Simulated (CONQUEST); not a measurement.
# KMgF3 (Pm-3m) in CONQUEST: equation of state

Aim: energy against volume of KMgF3 in PBEsol, for its equilibrium volume and stiffness.

Everything below comes from runs of CONQUEST 1.3. Logs are shortened: lines on timing, memory, paths and dates and some standing lists are left out, and cuts for length are marked.

**Experimental background.**

From “High-pressure structural, elastic and electronic properties of the scintillator host material, KMgF3”, 2007, arxiv:cond-mat/0703621, for a powder of KMgF3: bulk modulus 71.2 ± 0.2 GPa.

The runs below are set against these values where they give the same quantity.

## Step 1: Starting point

The structure is cubic, space group Pm-3m (No. 221). The conventional cell has a = 3.986 Å, b = 3.986 Å, c = 3.986 Å, α = 90.00°, β = 90.00°, γ = 90.00°. K (site symmetry m-3m) has 12 F at 2.82 Å as nearest neighbours. Mg (site symmetry m-3m) has 6 F at 1.99 Å as nearest neighbours. F (site symmetry 4/mmm) has 2 Mg at 1.99 Å as nearest neighbours.

## Step 2: Equation of state, PBEsol, 11.91 Å³/atom (volume scaled by 0.94)

File Conquest_input:

```
IO.Title KMgF3
IO.Coordinates coords.dat
IO.FractionalAtomicCoords T
IO.Iprint 2
IO.Iprint_init 1
General.NumberOfSpecies 3
General.PseudopotentialType hamann
AtomMove.TypeOfRun static
AtomMove.FullStress T
Grid.PointsAlongX 48
Grid.PointsAlongY 48
Grid.PointsAlongZ 48
DM.SolutionMethod diagon
Diag.MPMesh T
Diag.GammaCentred T
Diag.MPMeshX 7
Diag.MPMeshY 7
Diag.MPMeshZ 7
Diag.kT 0.00183747
minE.SCTolerance 1e-6
SC.MaxIters 100
IO.AtomChargeOutput T
%block ChemicalSpeciesLabel
1 39.100 K
2 24.310 Mg
3 19.000 F
%endblock
```

File coords.dat:

```
    7.3784966364     0.0000000000     0.0000000000
    0.0000000000     7.3784966364     0.0000000000
    0.0000000000     0.0000000000     7.3784966364
5
  0.5000000000   0.5000000000   0.5000000000 1 T T T
  0.0000000000   0.0000000000   0.0000000000 2 T T T
  0.5000000000   0.0000000000   0.0000000000 3 T T T
  0.0000000000   0.5000000000   0.0000000000 3 T T T
  0.0000000000   0.0000000000   0.5000000000 3 T T T
```

Potentials or basis: PseudoDojo NC PBEsol, DZP, grid of 48 × 48 × 48 points.

On the command line:

```bash
OMP_NUM_THREADS=1 Conquest
```

The program printed:

```text
Simulation cell dimensions:     7.3785 a0 x     7.3785 a0 x     7.3785 a0

      Atomic coordinates (a0)
         Atom         X         Y         Z  Species
            1    3.6892    3.6892    3.6892        1
            2    0.0000    0.0000    0.0000        2
            3    3.6892    0.0000    0.0000        3
            4    0.0000    3.6892    0.0000        3
            5    0.0000    0.0000    3.6892        3

         Monkhorst-Pack mesh:   7 x   7 x   7 gamma-centred
        This calculation includes non-local pseudopotentials,
         with a maximum core radius of     11.52907648

    Job title: KMgF3
    Job to be run: static calculation

[... 5 lines left out ...]
      Using Fermi-Dirac smearing

    Integration grid size:     48 x   48 x   48

    Integration grid spacing:  0.154 a0 x 0.154 a0 x 0.154 a0

    Number of species:  3
    --------------------------------------------------------
    |   #  mass (au)  Charge (e)  SF Rad (a0)  NSF  Label  |
    --------------------------------------------------------
    |   1     39.100       9.000       11.836   14  K      |
    |   2     24.310      10.000        9.223    9  Mg     |
    |   3     19.000       7.000        4.612   13  F      |
    --------------------------------------------------------
          SCF tolerance:                 0.00000100
          SCF iterations:               100

    LibXC version:  6. 2. 2
    Using the GGA functional Perdew, Burke & Ernzerhof SOL
    Using the GGA functional Perdew, Burke & Ernzerhof SOL

           radial cut-off to be used is taken to be max PAO cut-off radius for this species:   11.529076

           greatest ang. mom. for making density from PAOs:  2

           radial cut-off to be used is taken to be max PAO cut-off radius for this species:    9.030601

           greatest ang. mom. for making density from PAOs:  1

           radial cut-off to be used is taken to be max PAO cut-off radius for this species:    4.420713

           greatest ang. mom. for making density from PAOs:  2
    Minimum blocs/proc is     1728. Maximum blocs/proc is     1728
    set_atom_dens: In set_atomic_density, electrons :      40.000000000000
 matrix_size & matrix_size_padH =           62          62

    Screened ion int: energy:    -127.695018886703 Ha

    new_SC_potl: Starting.  Tolerance:  0.10000E-05

    PulayMixSC: Starting Pulay mixing, A_up =  0.500 A_dn =  0.500
    PulayMixSC: Spin non-polarised calculation.
          Harris-Foulkes Energy            :      -163.336296776956488 Ha
          (TS=0 as O(N) or entropic contribution is negligible)
          DFT Total Energy                 :      -163.214295029740924 Ha
          Total number of electrons        :        40.000000000000632
    PulayMixSC: Pulay iteration     1 residual:              0.44859E-02
          Harris-Foulkes Energy            :      -163.286394104471356 Ha
          (TS=0 as O(N) or entropic contribution is negligible)
          DFT Total Energy                 :      -163.278724222874558 Ha
          Total number of electrons        :        39.999994044992299
    PulayMixSC: Pulay iteration     2 residual:              0.21494E-02
          Harris-Foulkes Energy            :      -163.283279977455891 Ha
          (TS=0 as O(N) or entropic contribution is negligible)
          DFT Total Energy                 :      -163.283017981772872 Ha
          Total number of electrons        :        39.999987273823621
    PulayMixSC: Pulay iteration     3 residual:              0.81526E-03
          Harris-Foulkes Energy            :      -163.283116381261323 Ha
          (TS=0 as O(N) or entropic contribution is negligible)
          DFT Total Energy                 :      -163.283103589867267 Ha
          Total number of electrons        :        39.999978780771784
    PulayMixSC: Pulay iteration     4 residual:              0.61718E-04
          Harris-Foulkes Energy            :      -163.283108490270195 Ha
          (TS=0 as O(N) or entropic contribution is negligible)
          DFT Total Energy                 :      -163.283107432636768 Ha
          Total number of electrons        :        39.999979393500631
    PulayMixSC: Pulay iteration     5 residual:              0.14258E-04
          Harris-Foulkes Energy            :      -163.283108106991051 Ha
          (TS=0 as O(N) or entropic contribution is negligible)
          DFT Total Energy                 :      -163.283108038132440 Ha
          Total number of electrons        :        39.999979558580470
    PulayMixSC: Pulay iteration     6 residual:              0.36192E-05
          Harris-Foulkes Energy            :      -163.283108075514690 Ha
          (TS=0 as O(N) or entropic contribution is negligible)
          DFT Total Energy                 :      -163.283108075480584 Ha
          Total number of electrons        :        39.999979645443936
    PulayMixSC: Pulay iteration     7 residual:              0.18499E-06
    PulayMixSC: Reached SCF tolerance of  0.18499E-06 after      7 iterations
      | Number of electrons      =        39.999980
      |* band energy as 2Tr[K.H] =       -38.988652387081082 Ha
      |  screened ion-ion energy =      -127.695018886702513 Ha
      |  Ha correction           =        -0.784928507621772 Ha
      |  XC correction           =         4.185493851004892 Ha
      |* Harris-Foulkes energy   =      -163.283108075514690 Ha
      |* DFT total energy        =      -163.283108075480584 Ha
      |  estimated accuracy      =        -0.000000000034106 Ha

    force: Forces on atoms (Ha/a0)
    force:  Atom   X              Y              Z
    force:     1  -0.0000000000  -0.0000000000  -0.0000000000
    force:     2  -0.0000000000   0.0000000000   0.0000000000
    force:     3   0.0000000000   0.0000000000   0.0000000000
    force:     4   0.0000000000   0.0000000000  -0.0000000000
    force:     5  -0.0000000000  -0.0000000000  -0.0000000000

    force: Maximum force :        0.00000000(Ha/a0) on atom         1 in z direction
    force: Force Residual:        0.00000000 Ha/a0
    force: Total stress:         -6.96761043     0.00000000     0.00000000 GPa
                             0.00000000    -6.96761043     0.00000000
                             0.00000000     0.00000000    -6.96761043
    force: Average pressure:      6.96761043 GPa

    force: Finished force
    get_E_and_F: Change in energy during last step of electronic optimisation:  0.31476E-07

    BIBLIOGRAPHY: Please consider citing the following references in the conquest.bib file

    CONQUEST:         Bowler2002pt, Miyazaki2004, Nakata2020
    Basis:            Bowler2019
    DM:               Bowler:2006xr
    Pseudopotentials: Hamann2013, Bowler2019
    XC references from LibXC:
```

It took 6.6 min on 1 thread of Intel Xeon Platinum 8259CL at 2.50GHz (Skylake/Cascade Lake), shared host; peak memory 1.5 GiB.

Results:

| Item | Value |
| --- | --- |
| Free energy | -4443.1597 eV |
| Pressure | 7.0 GPa |
| Band gap on the k mesh | 7.55 eV, indirect (least direct gap 7.87 eV) |
| Mulliken charges | K +0.52; Mg +1.35; F -0.62 e |

Caveat: Mulliken charges move with the basis; an odd mesh through Γ misses points on the zone boundary, where band edges often lie; the basis of atomic orbitals isn't converged, which shifts pressures, moduli and gaps.

## Step 3: Equation of state, PBEsol, 12.16 Å³/atom (volume scaled by 0.96)

Conquest_input is that of step 2.

coords.dat, as its differences from that of step 2:

```diff
@@ -1,4 +1,4 @@
-    7.3784966364     0.0000000000     0.0000000000
-    0.0000000000     7.3784966364     0.0000000000
-    0.0000000000     0.0000000000     7.3784966364
+    7.4304595923     0.0000000000     0.0000000000
+    0.0000000000     7.4304595923     0.0000000000
+    0.0000000000     0.0000000000     7.4304595923
 5
```

Potentials or basis: PseudoDojo NC PBEsol, DZP, grid of 48 × 48 × 48 points.

On the command line:

```bash
OMP_NUM_THREADS=1 Conquest
```

It took 6.2 min on 1 thread of Intel Xeon Platinum 8259CL at 2.50GHz (Skylake/Cascade Lake), shared host; peak memory 1.5 GiB.

Results (log left out):

| Property | Result |
| --- | --- |
| Free energy | -4443.2063 eV |
| Pressure | 4.8 GPa |
| Band gap on the k mesh | 7.38 eV, indirect (least direct gap 7.70 eV) |
| Mulliken charges | K +0.51; Mg +1.35; F -0.62 e |

Caveat: Mulliken charges move with the basis; an odd mesh through Γ misses points on the zone boundary, where band edges often lie; the basis of atomic orbitals isn't converged, which shifts pressures, moduli and gaps.

## Step 4: Equation of state, PBEsol, 12.41 Å³/atom (volume scaled by 0.98)

Conquest_input is that of step 3.

coords.dat, as its differences from that of step 3:

```diff
@@ -1,4 +1,4 @@
-    7.4304595923     0.0000000000     0.0000000000
-    0.0000000000     7.4304595923     0.0000000000
-    0.0000000000     0.0000000000     7.4304595923
+    7.4817057606     0.0000000000     0.0000000000
+    0.0000000000     7.4817057606     0.0000000000
+    0.0000000000     0.0000000000     7.4817057606
 5
```

On the command line:

```bash
OMP_NUM_THREADS=1 Conquest
```

Run time: 6 min. Hardware: 1 thread of Intel Xeon Platinum 8259CL at 2.50GHz (Skylake/Cascade Lake), shared host; peak memory 1.4 GiB.

Results (log left out):

| Property | Result |
| --- | --- |
| Free energy | -4443.2360 eV |
| Pressure | 2.8 GPa |
| Band gap on the k mesh | 7.22 eV, indirect (least direct gap 7.54 eV) |
| Mulliken charges | K +0.50; Mg +1.35; F -0.62 e |

Caveat: Mulliken charges move with the basis; an odd mesh through Γ misses points on the zone boundary, where band edges often lie; the basis of atomic orbitals isn't converged, which shifts pressures, moduli and gaps.

## Step 5: Equation of state, PBEsol, 12.67 Å³/atom

Conquest_input is that of step 4.

coords.dat, as its differences from that of step 4:

```diff
@@ -1,4 +1,4 @@
-    7.4817057606     0.0000000000     0.0000000000
-    0.0000000000     7.4817057606     0.0000000000
-    0.0000000000     0.0000000000     7.4817057606
+    7.5322593601     0.0000000000     0.0000000000
+    0.0000000000     7.5322593601     0.0000000000
+    0.0000000000     0.0000000000     7.5322593601
 5
```

On the command line:

```bash
OMP_NUM_THREADS=1 Conquest
```

Wall time 5.9 min (1 thread of Intel Xeon Platinum 8259CL at 2.50GHz (Skylake/Cascade Lake), shared host); peak memory 1.4 GiB.

The run converged. Its results:

```
Free energy            : -4443.2504 eV
Pressure               : 1.0 GPa
Band gap on the k mesh : 7.06 eV, indirect (least direct gap 7.38 eV)
Mulliken charges       : K +0.49; Mg +1.35; F -0.62 e
```

Caveat: Mulliken charges move with the basis; an odd mesh through Γ misses points on the zone boundary, where band edges often lie; the basis of atomic orbitals isn't converged, which shifts pressures, moduli and gaps.

## Step 6: Equation of state, PBEsol, 12.92 Å³/atom (volume scaled by 1.02)

Conquest_input is that of step 5.

coords.dat, as its differences from that of step 5:

```diff
@@ -1,4 +1,4 @@
-    7.5322593601     0.0000000000     0.0000000000
-    0.0000000000     7.5322593601     0.0000000000
-    0.0000000000     0.0000000000     7.5322593601
+    7.5821433262     0.0000000000     0.0000000000
+    0.0000000000     7.5821433262     0.0000000000
+    0.0000000000     0.0000000000     7.5821433262
 5
```

Potentials or basis: PseudoDojo NC PBEsol, DZP, grid of 48 × 48 × 48 points.

On the command line:

```bash
OMP_NUM_THREADS=1 Conquest
```

Wall time 5.6 min (1 thread of Intel Xeon Platinum 8259CL at 2.50GHz (Skylake/Cascade Lake), shared host); peak memory 1.4 GiB.

The run converged. Its results:

```
Free energy            : -4443.2538 eV
Pressure               : -0.2 GPa
Band gap on the k mesh : 6.91 eV, indirect (least direct gap 7.23 eV)
Mulliken charges       : K +0.49; Mg +1.35; F -0.61 e
```

Caveat: Mulliken charges move with the basis; an odd mesh through Γ misses points on the zone boundary, where band edges often lie; the basis of atomic orbitals isn't converged, which shifts pressures, moduli and gaps.

## Step 7: Equation of state, PBEsol, 13.17 Å³/atom (volume scaled by 1.04)

Conquest_input is that of step 6.

coords.dat, as its differences from that of step 6:

```diff
@@ -1,4 +1,4 @@
-    7.5821433262     0.0000000000     0.0000000000
-    0.0000000000     7.5821433262     0.0000000000
-    0.0000000000     0.0000000000     7.5821433262
+    7.6313794028     0.0000000000     0.0000000000
+    0.0000000000     7.6313794028     0.0000000000
+    0.0000000000     0.0000000000     7.6313794028
 5
```

On the command line:

```bash
OMP_NUM_THREADS=1 Conquest
```

Wall time 5.6 min (1 thread of Intel Xeon Platinum 8259CL at 2.50GHz (Skylake/Cascade Lake), shared host); peak memory 1.4 GiB.

The run converged. Its results:

```yaml
Free_energy: -4443.2452 eV
Pressure: -1.8 GPa
Band_gap_on_the_k_mesh: 6.77 eV, indirect (least direct gap 7.09 eV)
Mulliken_charges: K +0.48; Mg +1.35; F -0.61 e
```

Caveat: Mulliken charges move with the basis; an odd mesh through Γ misses points on the zone boundary, where band edges often lie; the basis of atomic orbitals isn't converged, which shifts pressures, moduli and gaps.

## Step 8: Equation of state, PBEsol, 13.43 Å³/atom (volume scaled by 1.06)

Conquest_input is that of step 7.

coords.dat, as its differences from that of step 7:

```diff
@@ -1,4 +1,4 @@
-    7.6313794028     0.0000000000     0.0000000000
-    0.0000000000     7.6313794028     0.0000000000
-    0.0000000000     0.0000000000     7.6313794028
+    7.6799882254     0.0000000000     0.0000000000
+    0.0000000000     7.6799882254     0.0000000000
+    0.0000000000     0.0000000000     7.6799882254
 5
```

On the command line:

```bash
OMP_NUM_THREADS=1 Conquest
```

Wall time 5.7 min (1 thread of Intel Xeon Platinum 8259CL at 2.50GHz (Skylake/Cascade Lake), shared host); peak memory 1.4 GiB.

It converged, with:

| Quantity | Value |
| --- | --- |
| Free energy | -4443.2260 eV |
| Pressure | -3.2 GPa |
| Band gap on the k mesh | 6.63 eV, indirect (least direct gap 6.95 eV) |
| Mulliken charges | K +0.48; Mg +1.35; F -0.61 e |

Caveat: Mulliken charges move with the basis; an odd mesh through Γ misses points on the zone boundary, where band edges often lie; the basis of atomic orbitals isn't converged, which shifts pressures, moduli and gaps.

## Step 9: Equation of state, PBEsol

Potentials or basis: PseudoDojo NC PBEsol, DZP, grid of 48 × 48 × 48 points.

No new run: the results of the series are fitted here.

Results:

```yaml
Equilibrium_volume: 12.84 Å³/atom
Bulk_modulus: 75 GPa
Pressure_derivative_of_the_bulk_modulus: "5.5 (rough: it moves with the points fitted)"
```

Energy against volume, from the lowest point:
```csv
volume (Å³/atom),energy (meV/atom)
11.905,18.81
12.159,9.49
12.412,3.56
12.665,0.67
12.918,0.00
13.172,1.72
13.425,5.55
```

Caveat: the DZP basis gives volumes some 2 % larger than converged bases do, and moduli off by several per cent; the basis of atomic orbitals isn't converged, which shifts pressures, moduli and gaps.

## Step 10: How close it comes

Step 9. A measured bulk modulus of KMgF3 is 71.2 GPa (powder; “High-pressure structural, elastic and electronic properties of the scintillator host material, KMgF3”, 2007, arxiv:cond-mat/0703621); the calculated 75 GPa misses it by +5.0 %. The fit is for a static lattice scaled at fixed shape and fixed fractional positions.
